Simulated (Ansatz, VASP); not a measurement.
## MoS2: VASP beside Ansatz

Contents of INCAR:

```
SYSTEM = MoS2
PREC = Accurate
ENCUT = 520
EDIFF = 1E-7
ISMEAR = 0
SIGMA = 0.05
LREAL = .False.
LASPH = .True.
NELM = 60
ALGO = Normal
ISIF = 2
LWAVE = .False.
LCHARG = .False.
LDIPOL = .True.
IDIPOL = 3
DIPOL = 0.5 0.5 0.511
GGA = PE
NBANDS = 35
```

KPOINTS

```
Automatic mesh
0
Gamma
  18 18 1
  0 0 0
```

File POSCAR:

```
MoS2
1.0
    3.1710014900      0.0000000000      0.0000000000
   -1.5855007500      2.7461678500      0.0000000000
    0.0000000000      0.0000000000     29.1725001791
S Mo
4 2
Direct
    0.0000000000      0.0000000000      0.3427885830
    0.3333333336      0.6666666662      0.4475961912
    0.6666666674      0.3333333336      0.5726463224
    0.0000000000      0.0000000000      0.6818969686
    0.6666666674      0.3333333336      0.3951923918
    0.3333333336      0.6666666662      0.6272780001
```

Input for Ansatz:

```yaml
crystal:
  lattice:
    - [3.17100149, 0.0, 0.0]
    - [-1.58550075, 2.74616785, 0.0]
    - [0.0, 0.0, 29.1725001791]
  atoms:
    - { symbol: S, position: [0.0, 0.0, 0.342788583] }
    - { symbol: Mo, position: [0.6666666674, 0.3333333336, 0.3951923918] }
    - { symbol: S, position: [0.3333333336, 0.6666666662, 0.4475961912] }
    - { symbol: S, position: [0.6666666674, 0.3333333336, 0.5726463224] }
    - { symbol: Mo, position: [0.3333333336, 0.6666666662, 0.6272780001] }
    - { symbol: S, position: [0.0, 0.0, 0.6818969686] }
basis:
  ecutwfc: 420.0
  fft_grid_basis: typed
kpoints:
  mp_grid: { grid: [18, 18, 1] }
hamiltonian:
  xc: pbe
scf:
  occupations: { method: gaussian, width: 0.05 }
output:
  forces: true
  eigenvalues: true
  band_densities:
    - { e_range: [-2.0, -1.0] }
    - { e_range: [-1.0, -0.5] }
    - { e_range: [-0.5, -0.25] }
    - { e_range: [-0.25, 0.0] }
    - { e_range: [0.0, 0.25] }
    - { e_range: [0.25, 0.5] }
    - { e_range: [0.5, 1.0] }
    - { e_range: [1.0, 1.5] }
  band_residual_tolerance: 1.0e-05
  write_potential: true
  elf: true
  write_density: true
  volumetric_format: npy
efield:
  axis: 3
  dipole_correction: true
  ramp_width: 0.04
checkpoint:
  read: start.run
  write: ck
  compress: false
  write_wavefunctions: false
  write_every: 100000
```

Alike in both runs: task single point; functional PBE; k mesh 18 × 18 × 1; occupations gaussian, width 0.05 eV; no spin polarisation.

```csv
,VASP,Ansatz
version,VASP 6.6.1,Ansatz 0.2.0
potentials or method,"VASP PAW PBE potentials, release 64 (S, Mo_sv)","scalar-relativistic, plane waves, PAW"
plane-wave cutoff (eV),520,420
valence electrons in the cell,52,52
```

|  | VASP | Ansatz | Ansatz less VASP |
| --- | --- | --- | --- |
| gap on the k mesh at the Fermi level (eV) | none | none | - |
| rms of the force components (eV/Å) | 0.351 | 0.355 | +0.0038 |

A gap of «none» marks a metal or a gap that the smearing closes. Ansatz warned: «published_levels_not_confirmed».

Caveats: the cell's inner coordinates are idealised or old, which leaves forces on the atoms.
